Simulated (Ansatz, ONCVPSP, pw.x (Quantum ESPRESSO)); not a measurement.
## pw.x on bcc P: one setting changed

Potential: optimised norm-conserving Vanderbilt (ONCV), ONCVPSP 4.0.1.1 (patched build), PBE; core [Ne], reference 3s2 3p3; waves: 3s: rc 1.50 bohr, ncon 4, nbas 8, qcut 5.4 1/bohr, 1 projector; 3p: rc 1.65 bohr, ncon 4, nbas 8, qcut 5.5 1/bohr, 1 projector; d scattering state at 0.04 Ha: rc 1.40 bohr, ncon 4, nbas 9, qcut 10.2 1/bohr, 2 projectors, debl 0.5 Ha; local part: polynomial inside 1.05 bohr (lpopt 5, dvloc0 -1 Ha); core correction: polynomial model core, fcfact 0.75.

The reference run (k-mesh 15³, cutoffs 50/200 Ry, Fermi–Dirac 0.01 Ry, mixing_beta 0.4, conv_thr 1e-9, no spin) gives -1.41 GPa at 14.308 Å³/atom, where all-electron LAPW gives -0.58 GPa. This run, with its own iteration cap, changes k-mesh points per axis to 8.

```
&control
  calculation='scf', prefix='x', pseudo_dir='./', outdir='./tmp', tstress=.true., disk_io='none'
/
&system
  ibrav=0, nat=1, ntyp=1, ecutwfc=50, ecutrho=200, nbnd=9,
  occupations='smearing', smearing='fd', degauss=0.01
/
&electrons
  conv_thr=1e-09, mixing_beta=0.4, electron_maxstep=70
/
ATOMIC_SPECIES
P 1.0 P.UPF
CELL_PARAMETERS angstrom
  -1.52934798 1.52934798 1.52934798
  1.52934798 -1.52934798 1.52934798
  1.52934798 1.52934798 -1.52934798
ATOMIC_POSITIONS crystal
P 0.0000 0.0000 0.0000
K_POINTS automatic
8 8 8 0 0 0
```

```bash
pw.x < P.scf.in > P.scf.out
```

How does the run end?

It converges in 8 iterations; the free energy moves by +18.8 meV/atom and the pressure by +0.52 GPa.

```
Message from routine setup:
     using ibrav=0 with symmetry is DISCOURAGED, use correct ibrav instead
     lattice parameter (alat)  =       5.0057  a.u.
     unit-cell volume          =      96.5552 (a.u.)^3
     number of electrons       =         5.00
     number of Kohn-Sham states=            9
     kinetic-energy cutoff     =      50.0000  Ry
     charge density cutoff     =     200.0000  Ry
     scf convergence threshold =      1.0E-09
     Exchange-correlation= PBE
     number of k points=    29  Fermi-Dirac smearing, width (Ry)=  0.0100
     iteration #  1     ecut=    50.00 Ry     beta= 0.40
     total energy              =     -18.03402856 Ry
     estimated scf accuracy    <       0.00211220 Ry
     iteration #  2     ecut=    50.00 Ry     beta= 0.40
     total energy              =     -18.03398847 Ry
     estimated scf accuracy    <       0.00062541 Ry
     iteration #  3     ecut=    50.00 Ry     beta= 0.40
     total energy              =     -18.03403772 Ry
     estimated scf accuracy    <       0.00001164 Ry
     [... 2 iterations left out ...]
     iteration #  6     ecut=    50.00 Ry     beta= 0.40
     total energy              =     -18.03404190 Ry
     estimated scf accuracy    <       0.00000020 Ry
     iteration #  7     ecut=    50.00 Ry     beta= 0.40
     total energy              =     -18.03404191 Ry
     estimated scf accuracy    <          2.0E-09 Ry
     iteration #  8     ecut=    50.00 Ry     beta= 0.40
     the Fermi energy is    11.3738 ev
!    total energy              =     -18.03404191 Ry
     estimated scf accuracy    <          7.3E-12 Ry
     smearing contrib. (-TS)   =      -0.00197837 Ry
     The total energy is F=E-TS. E is the sum of the following terms:
     one-electron contribution =       5.95460728 Ry
     hartree contribution      =       0.21169357 Ry
     xc contribution           =      -8.45800119 Ry
     ewald contribution        =     -15.74036321 Ry
     convergence has been achieved in   8 iterations
          total   stress  (Ry/bohr**3)                   (kbar)     P=       -8.80
     Message from routine punch:
     Nothing written, as per user request (disk_io='none')
```

The run took about 3.8 s on one core of a shared host (Neoverse-N1, 64 threads, 498 GiB, load 21).
